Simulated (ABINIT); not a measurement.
# SiNi (Pmmn) in ABINIT: single point with PBE

Aim: the single point of SiNi with PBE.

Everything below comes from runs of ABINIT 10.8.3 (patched build). Logs are shortened: lines on timing, memory, paths and dates and some standing lists are left out, and cuts for length are marked. The log counts tension as positive stress, the text compression.

**1. The crystal as given**

Symmetry: Pmmn, No. 59, orthorhombic system. Conventional cell: a = 2.943 Å, b = 3.280 Å, c = 4.677 Å, α = 90.00°, β = 90.00°, γ = 90.00°. Around Ni (site symmetry mm2) lie 6 Si at 2.34 to 2.37 Å and 4 Ni at 2.65 Å. Si (site symmetry mm2) has 6 Ni at 2.34 to 2.37 Å and 4 Si at 2.65 Å as nearest neighbours.

The cell is a database's computed one.

**2. Single point, PBE, collinear spin, ferromagnetic start**

run.abi reads:

```
# Pseudopotentials
pp_dirpath "./"
pseudos "Ni.GGA_PBE-JTH.xml, Si.GGA_PBE-JTH.xml"

# Structure
acell 3*1.0
rprim
     5.5610305950     0.0000000000     0.0000000000
     0.0000000000     6.1989168702     0.0000000000
     0.0000000000     0.0000000000     8.8390933389
ntypat 2
znucl 28 14
natom 4
typat 1 1 2 2
xred
     0.5000000000     0.5000000000     0.3424955900
     0.0000000000     0.0000000000     0.6575044100
     0.5000000000     0.5000000000     0.8431431600
     0.0000000000     0.0000000000     0.1568568400
chkprim 0
chksymtnons 0
tolsym 1.0e-6

# Plane-wave basis
ecut 41.0
pawecutdg 63.0
pawxcdev 0

# k points
kptopt 1
ngkpt 9 8 6
nshiftk 1
shiftk 0.0 0.0 0.0

# Exchange and correlation
ixc 11

# Bands and occupations
nband 27
occopt 3
tsmear 0.00183747

# Spin
nsppol 2
spinat
     0.0000000000     0.0000000000     2.5000000000
     0.0000000000     0.0000000000     2.5000000000
     0.0000000000     0.0000000000     0.0000000000
     0.0000000000     0.0000000000     0.0000000000

# SCF cycle
nstep 100
tolvrs 1.0e-9

# Output
iomode 3
prtwf 0
prteig 0
prtebands 0
enunit 1
prtden 1
prtvha 1
prtvclmb 1
prtpot 1
```

Potentials or basis: JTH PAW PBE v2.0.

Started as:

```console
> mpirun --bind-to none -np 4 abinit run.abi > log 2>&1
```

run.abo:

```text
.Version 10.8.3 of ABINIT
 Symmetries : space group Pm m n (# 59); Bravais oP (primitive ortho.)
================================================================================
 Values of the parameters that define the memory need of the present run
     intxc =       0    ionmov =       0      iscf =      17    lmnmax =      18
     lnmax =       6     mgfft =      54  mpssoang =       3    mqgrid =    3159
     natom =       4  nloc_mem =       2    nspden =       2   nspinor =       1
    nsppol =       2      nsym =       8    n1xccc =       1    ntypat =       2
    occopt =       3   xclevel =       2
       mpw =        3852          nfft =       69984          nkpt =         100
Pmy_natom=         1
 PAW method is used; the additional fine FFT grid is defined by:
   mgfftf=        64    nfftf =    122880
================================================================================
================================================================================

--------------------------------------------------------------------------------
------------- Echo of variables that govern the present computation ------------
--------------------------------------------------------------------------------
 -outvars: echo values of preprocessed input variables --------
            acell      1.0000000000E+00  1.0000000000E+00  1.0000000000E+00 Bohr
              amu      5.86900000E+01  2.80855000E+01
          chkprim           0
      chksymtnons           0
             ecut      4.10000000E+01 Hartree
           enunit           1
                       outvar_i_n : Printing only first  50 k-points.
              ixc          11
                       outvar_i_n : Printing only first  50 k-points.
         kptrlatt        9    0    0      0    8    0      0    0    6
          kptrlen      4.95913350E+01
            natom           4
            nband          27
            ngfft          36      36      54
          ngfftdg          40      48      64
             nkpt         100
           nspden           2
           nsppol           2
            nstep         100
             nsym           8
           ntypat           2
                       prtocc : prtvol=0, do not print more k-points.
                       1.000000  1.000000  1.000000  1.000000  1.000000  1.000000
                       1.000000  1.000000  1.000000  1.000000  1.000000  1.000000
                       1.000000  1.000000  1.000000  1.000000  1.000000  1.000000
                       1.000000  1.000000  1.000000  1.000000  0.000000  0.000000
                       0.000000  0.000000  0.000000
                       1.000000  1.000000  1.000000  1.000000  1.000000  1.000000
                       1.000000  1.000000  1.000000  1.000000  1.000000  1.000000
                       1.000000  1.000000  1.000000  1.000000  1.000000  1.000000
                       1.000000  1.000000  1.000000  1.000000  0.000000  0.000000
                       0.000000  0.000000  0.000000
                       1.000000  1.000000  1.000000  1.000000  1.000000  1.000000
                       1.000000  1.000000  1.000000  1.000000  1.000000  1.000000
                       1.000000  1.000000  1.000000  1.000000  1.000000  1.000000
                       1.000000  1.000000  1.000000  1.000000  0.000000  0.000000
                       0.000000  0.000000  0.000000
                       1.000000  1.000000  1.000000  1.000000  1.000000  1.000000
                       1.000000  1.000000  1.000000  1.000000  1.000000  1.000000
[... 218 lines left out ...]
                       1.000000  1.000000  1.000000  1.000000  1.000000  1.000000
                       1.000000  1.000000  1.000000  1.000000  1.000000  1.000000
                       1.000000  1.000000  1.000000  1.000000  1.000000  1.000000
                       1.000000  1.000000  1.000000  1.000000  0.000000  0.000000
                       0.000000  0.000000  0.000000
                       1.000000  1.000000  1.000000  1.000000  1.000000  1.000000
                       1.000000  1.000000  1.000000  1.000000  1.000000  1.000000
                       1.000000  1.000000  1.000000  1.000000  1.000000  1.000000
                       1.000000  1.000000  1.000000  1.000000  0.000000  0.000000
                       0.000000  0.000000  0.000000
                       1.000000  1.000000  1.000000  1.000000  1.000000  1.000000
                       1.000000  1.000000  1.000000  1.000000  1.000000  1.000000
                       1.000000  1.000000  1.000000  1.000000  1.000000  1.000000
                       1.000000  1.000000  1.000000  1.000000  0.000000  0.000000
                       0.000000  0.000000  0.000000
                       prtocc : prtvol=0, do not print more k-points.
           occopt           3
        pawecutdg      6.30000000E+01 Hartree
         pawxcdev           0
        prtebands           0
           prteig           0
           prtpot           1
         prtvclmb           1
           prtvha           1
            prtwf           0
            rprim      5.5610305950E+00  0.0000000000E+00  0.0000000000E+00
                       0.0000000000E+00  6.1989168702E+00  0.0000000000E+00
                       0.0000000000E+00  0.0000000000E+00  8.8390933389E+00
          spgroup          59
[... 181 lines left out ...]
  Sum:                17.492132    17.492133     34.984265    -0.000000
 Total magnetization (from the atomic spheres):               -0.000000
 Total magnetization (exact up - dn):                         -0.000000

================================================================================

 ----iterations are completed or convergence reached----

 Mean square residual over all n,k,spin=   41.411E-11; max=  14.985E-07
 reduced coordinates (array xred) for    4 atoms
       0.500000000000      0.500000000000      0.342495590000
       0.000000000000      0.000000000000      0.657504410000
       0.500000000000      0.500000000000      0.843143160000
       0.000000000000      0.000000000000      0.156856840000
 rms dE/dt=  4.1822E-03; max dE/dt=  7.7593E-03; dE/dt below (all hartree)
    1       0.000000000000      0.000000000000     -0.007759305395
    2       0.000000000000      0.000000000000      0.007759305395
    3       0.000000000000      0.000000000000     -0.006688608630
    4       0.000000000000      0.000000000000      0.006688608630

 cartesian coordinates (angstrom) at end:
    1      1.47138532900597     1.64016276888329     1.60200488666968
    2      0.00000000000000     0.00000000000000     3.07544187014748
    3      1.47138532900597     1.64016276888329     3.94375723927457
    4      0.00000000000000     0.00000000000000     0.73368951754259

 cartesian forces (hartree/bohr) at end:
    1     -0.00000000000000     0.00000000000000     0.00087783951335
    2     -0.00000000000000    -0.00000000000000    -0.00087783951335
    3      0.00000000000000     0.00000000000000     0.00075670754604
    4      0.00000000000000     0.00000000000000    -0.00075670754604
 frms,max,avg= 4.7314700E-04 8.7783951E-04   0.000E+00  0.000E+00  0.000E+00 h/b

 cartesian forces (eV/Angstrom) at end:
    1     -0.00000000000000     0.00000000000000     0.04514032271947
    2     -0.00000000000000    -0.00000000000000    -0.04514032271947
    3      0.00000000000000     0.00000000000000     0.03891146651876
    4      0.00000000000000     0.00000000000000    -0.03891146651876
 frms,max,avg= 2.4330197E-02 4.5140323E-02   0.000E+00  0.000E+00  0.000E+00 e/A
 length scales=  1.000000000000  1.000000000000  1.000000000000 bohr
              =  0.529177210544  0.529177210544  0.529177210544 angstroms
 Fermi (or HOMO) energy (eV) =  12.33910   Average Vxc (eV)= -12.67186
 Eigenvalues (   eV  ) for nkpt= 100  k points, SPIN UP:
 kpt#   1, nband= 27, wtk=  0.00231, kpt=  0.0000  0.0000  0.0000 (reduced coord)
 -91.73541  -91.72589  -52.25863  -52.22990  -52.14360  -52.10513  -52.04840  -52.01939
  -1.87568    3.95511    5.59174    7.99548    8.50350    9.31836    9.42998    9.49759
   9.56481    9.61391    9.99017   10.29931   10.31561   10.94309   13.55006   15.07563
  17.50648   17.93180   19.60034
 prteigrs : prtvol=0 or 1, do not print more k-points.

 Eigenvalues (   eV  ) for nkpt= 100  k points, SPIN DOWN:
 kpt#   1, nband= 27, wtk=  0.00231, kpt=  0.0000  0.0000  0.0000 (reduced coord)
 -91.73541  -91.72589  -52.25863  -52.22990  -52.14360  -52.10513  -52.04840  -52.01939
  -1.87569    3.95511    5.59174    7.99548    8.50350    9.31836    9.42998    9.49759
   9.56481    9.61391    9.99017   10.29931   10.31561   10.94309   13.55006   15.07563
  17.50648   17.93180   19.60034
 prteigrs : prtvol=0 or 1, do not print more k-points.

--- !EnergyTerms
iteration_state     : {dtset: 1, }
comment             : Components of total free energy in Hartree
kinetic             :  6.14101582656409E+01
hartree             :  1.14677639348997E+02
xc                  : -1.83387268941300E+01
Ewald energy        : -1.96059640795054E+02
psp_core            :  7.71816251368292E+00
local_psp           : -3.11099171582066E+02
PAW spherical_terms : -8.08187165645834E+00
internal            : -3.49773450799387E+02
'-kT*entropy'       : -2.99608744431243E-04
total_energy        : -3.49773750408132E+02
total_energy_eV     : -9.51782862106103E+03
...

--- !EnergyTermsDC
iteration_state     : {dtset: 1, }
comment             : '"Double-counting" decomposition of free energy'
band_energy         : -2.82098566320747E+01
Ewald energy        : -1.96059640795054E+02
psp_core            :  7.71816251368292E+00
xc_dc               : -1.11952132794348E+02
PAW spherical_terms : -2.12699832268255E+01
internal            : -3.49773450934619E+02
'-kT*entropy'       : -2.99608744431243E-04
total_energy_dc     : -3.49773750543364E+02
total_energy_dc_eV  : -9.51782862474088E+03
...

--- !EnergyTermsWithPAWCore
iteration_state     : {dtset: 1, }
comment             : 'Components of total free energy, including PAW core contributions'
Total energy        : -3.62172716389256E+03
Total energy DC     : -3.62172716402780E+03
Total energy (eV)   : -9.85522167342419E+04
Total energy DC (eV): -9.85522167379217E+04
...

 Cartesian components of stress tensor (hartree/bohr^3)
  sigma(1 1)= -2.36502764E-04  sigma(3 2)=  0.00000000E+00
  sigma(2 2)= -2.49915919E-04  sigma(3 1)=  0.00000000E+00
  sigma(3 3)= -2.29407318E-04  sigma(2 1)=  0.00000000E+00

-Cartesian components of stress tensor (GPa)         [Pressure=  7.0201E+00 GPa]
- sigma(1 1)= -6.95815153E+00  sigma(3 2)=  0.00000000E+00
- sigma(2 2)= -7.35278018E+00  sigma(3 1)=  0.00000000E+00
- sigma(3 3)= -6.74939632E+00  sigma(2 1)=  0.00000000E+00

== END DATASET(S) ==============================================================
================================================================================

 -outvars: echo values of variables after computation  --------
            acell      1.0000000000E+00  1.0000000000E+00  1.0000000000E+00 Bohr
           etotal     -3.4977375054E+02
            fcart     -1.4185516367E-31  1.2725786161E-31  8.7783951335E-04
                      -1.4185516367E-31 -3.8177358484E-31 -8.7783951335E-04
                       1.4185516367E-31  1.2725786161E-31  7.5670754604E-04
                       1.4185516367E-31  1.2725786161E-31 -7.5670754604E-04
            rprim      5.5610305950E+00  0.0000000000E+00  0.0000000000E+00
                       0.0000000000E+00  6.1989168702E+00  0.0000000000E+00
                       0.0000000000E+00  0.0000000000E+00  8.8390933389E+00
           strten     -2.3650276354E-04 -2.4991591854E-04 -2.2940731803E-04
                       0.0000000000E+00  0.0000000000E+00  0.0000000000E+00
           xangst      1.4713853290E+00  1.6401627689E+00  1.6020048867E+00
                       0.0000000000E+00  0.0000000000E+00  3.0754418701E+00
                       1.4713853290E+00  1.6401627689E+00  3.9437572393E+00
                       0.0000000000E+00  0.0000000000E+00  7.3368951754E-01
             xred      5.0000000000E-01  5.0000000000E-01  3.4249559000E-01
                       0.0000000000E+00  0.0000000000E+00  6.5750441000E-01
                       5.0000000000E-01  5.0000000000E-01  8.4314316000E-01
                       0.0000000000E+00  0.0000000000E+00  1.5685684000E-01
 Calculation completed.
```

Run time: 9.9 min. Hardware: 4 MPI ranks of Arm Neoverse V2, shared host; peak memory 1.1 GiB.

What came out:

| Item | Value |
| --- | --- |
| Free energy | -9517.8286 eV |
| Pressure | 7.0 GPa |
| Largest force | 0.045 eV/Å |
| Band gap on the k mesh | none (metal or under the smearing width) |
| Net moment | 0.00 μB per cell |
| Valence electrons inside the program's atomic spheres | Ni 15.93; Si 1.56 |

Forces on the atoms (eV/Å):
```
Ni   0.000  0.000  0.045
Ni   0.000  0.000 -0.045
Si   0.000  0.000  0.039
Si   0.000  0.000 -0.039
```

Levels at points of the mesh, in eV from the Fermi level:
Spin up:
```tsv
k point	band 18	band 19	band 20	band 21	band 22	band 23	band 24	band 25	band 26	band 27
(0.00, 0.00, 0.00)	-2.73	-2.35	-2.04	-2.02	-1.40	1.21	2.74	5.17	5.59	7.26
(0.00, 0.50, 0.00)	-2.80	-2.27	-2.27	-2.22	-2.22	1.16	1.16	4.99	4.99	7.94
(0.00, 0.00, 0.50)	-2.80	-2.72	-2.09	1.09	1.59	2.01	2.42	2.89	3.60	4.51
(0.00, 0.50, 0.50)	-2.58	-2.08	-2.08	-2.05	-2.05	5.24	5.24	5.41	5.41	7.21
```
Spin down:
```csv
k point,band 20,band 21,band 22,band 23,band 24,band 25
"(0.00, 0.00, 0.00)",-2.04,-2.02,-1.40,1.21,2.74,5.17
"(0.00, 0.50, 0.00)",-2.27,-2.22,-2.22,1.16,1.16,4.99
"(0.00, 0.00, 0.50)",-2.09,1.09,1.59,2.01,2.42,2.89
"(0.00, 0.50, 0.50)",-2.08,-2.05,-2.05,5.24,5.24,5.41
```

Caveat: the starting moments collapsed, and a magnetic state may lie lower.

**3. For comparison**

An earlier run on the cell as given: functional PBE; potentials or basis JTH PAW PBE v2.0; cutoff 1116 eV; k mesh 9 × 8 × 6; occupations fermi-dirac, width 0.05 eV; collinear spin, ferromagnetic start; starting moments [1.0, 1.0, 0.0, 0.0] μB.

* Pressure: 7.0 GPa
* Largest force: 0.045 eV/Å
* Band gap on the k mesh: none (metal or under the smearing width)
* Net moment: 0.00 μB per cell
* Valence electrons inside the program's atomic spheres: Ni 15.93; Si 1.56
